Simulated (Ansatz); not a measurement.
Input for Ansatz (plane-wave DFT, PAW):

```yaml
crystal:
  lattice:
    - [0.0, 2.078672727, 2.078672727]
    - [2.078672727, 0.0, 2.078672727]
    - [2.078672727, 2.078672727, 0.0]
  atoms:
    - { symbol: V, position: [0.0, 0.0, 0.0] }
    - { symbol: "N", position: [0.5, 0.5, 0.5] }
basis:
  ecutwfc: 420
kpoints:
  mp_grid: { grid: [18, 18, 18] }
hamiltonian:
  xc: pbe
scf:
  occupations: { method: gaussian, width: 0.1 }
output:
  forces: true
  stress: true
  eigenvalues: true
```

Command:
```bash
ansatz run input.yaml --threads 1 --pin off --max-ram 2560MiB --backend cpu --events-out ev --progress --plain --runs-dir out
```

All numbers below come from DFT PBE, scalar-relativistic, plane waves, PAW in Ansatz.

Abridged output (iterations and final results):

```
SCF iter   1: F=—  HF=-3298.343152 eV  |F-HF|=—  |Δ(HF+E_count)|=         —  Δρ=3.28e-3  dr2=3.33e-4  ethr=1.77e-3  ⟨swp⟩=4.5  Hψ=26532  notcnv=0
automatic band count: the SCF goes on with 17 bands, as 13 were too few: the levels above may hold too much charge
SCF iter   2: F=—  HF=-3298.343336 eV  |F-HF|=—  |Δ(HF+E_count)|=   1.84e-4  Δρ=1.85e-3  dr2=1.16e-4  ethr=1.85e-6  ⟨swp⟩=1.3  Hψ=5011  notcnv=0
SCF iter   3: F=—  HF=-3298.343498 eV  |F-HF|=—  |Δ(HF+E_count)|=   1.62e-4  Δρ=9.04e-5  dr2=5.04e-7  ethr=6.44e-7  ⟨swp⟩=2.2  Hψ=3535  notcnv=0
SCF iter   4: F=—  HF=-3298.343510 eV  |F-HF|=—  |Δ(HF+E_count)|=   1.20e-5  Δρ=2.08e-5  dr2=4.53e-8  ethr=2.80e-9  ⟨swp⟩=2.0  Hψ=4316  notcnv=0
SCF iter   5: F=-3298.343510 eV  HF=-3298.343510 eV  |F-HF|=4.22e-10  |Δ(HF+E_count)|=   1.01e-8  Δρ=2.40e-6  dr2=6.54e-10  ethr=2.52e-10  ⟨swp⟩=2.0  Hψ=4484  notcnv=0
SCF iter   6: F=-3298.343510 eV  HF=-3298.343510 eV  |F-HF|=1.14e-11  |Δ(HF+E_count)|=  6.14e-11  Δρ=5.51e-7  dr2=3.30e-11  ethr=3.63e-12  ⟨swp⟩=3.4  Hψ=10918  notcnv=0
SCF 1 converged in 6 iterations: F = -3298.343510 eV  dr2 = 3.30e-11
SCF converged after 6 iterations
Free energy (F): -3298.343510 eV
Harris-Foulkes:  -3298.343510 eV  (|F-HF|=1.14e-11)
Internal energy: -3298.335906 eV  (E = F + TS)
E sigma→0 (E₀):  -3298.339708 eV
Entropy (-TS):   -0.007603 eV (-3.802 meV/atom)
Fermi energy:    17.905038 eV
--- Per-component energies (eV) ---
  E_band       = -112.044104
  E_kinetic    = 467.910213
  E_local      = -976.896489  (includes V_loc(G=0)·N_el)
  E_nonlocal   = -1.657702
  E_hartree    = 428.421097
  E_xc         = -191.248739
  E_vxc        = -242.823244  (∫ρ·V_xc dr)
  E_paw        = -1239.123568  (= ΣΔE_a)
  E_vpaw       = -215.419248  (= ΣTr[D̂ρ^β])
  E_aug_tail   = 0.000358  (compensation charges beyond the density's cutoff)
  E_ewald      = -1785.741077
  E_smearing   = -0.007603  (= −TS)
--- Forces (eV/Å), atoms counted from 1 ---
  atom   1  V      0.00000000     0.00000000     0.00000000
  atom   2  N      0.00000000     0.00000000     0.00000000
--- Stress (GPa, compression-positive) ---
       -8.744833       0.000000       0.000000
        0.000000      -8.744833       0.000000
        0.000000       0.000000      -8.744833
  P = ⅓ Tr σ = -8.7448 GPa (-87.448 kbar)
--- Band table (eV; the first three rows and the last of 195) ---
  k-point 0: bands = ["-47.4994", "-21.1454", "-21.1454", "-21.1454", "0.1369", "15.7336", "15.7336", "15.7336", "16.4354", "16.4354", "16.4354", "17.4620", "17.4620", "23.5570", "31.8846", "37.3246", "37.3246"]
  k-point 1: bands = ["-47.4975", "-21.1593", "-21.1466", "-21.1466", "0.1977", "15.2515", "15.3543", "15.3543", "16.5451", "16.5451", "16.7389", "17.8235", "17.8235", "23.7265", "31.8532", "37.2623", "37.2623"]
  k-point 2: bands = ["-47.4918", "-21.1993", "-21.1504", "-21.1504", "0.3761", "14.3963", "14.6939", "14.6939", "16.7237", "16.7237", "17.1141", "18.5726", "18.5726", "24.1752", "31.7022", "37.0324", "37.0324"]
  k-point 194: bands = ["-47.4128", "-21.4319", "-21.3913", "-21.3036", "2.3089", "11.6859", "11.9603", "12.1373", "17.7004", "18.3199", "19.0726", "19.9194", "20.6657", "29.8196", "30.0296", "30.5442", "34.5147"]
```

The calculation finished and met its thresholds.

It took 4.1 s on 1 thread of Arm Neoverse V1, with other jobs on the host, peak memory 0.33 GiB.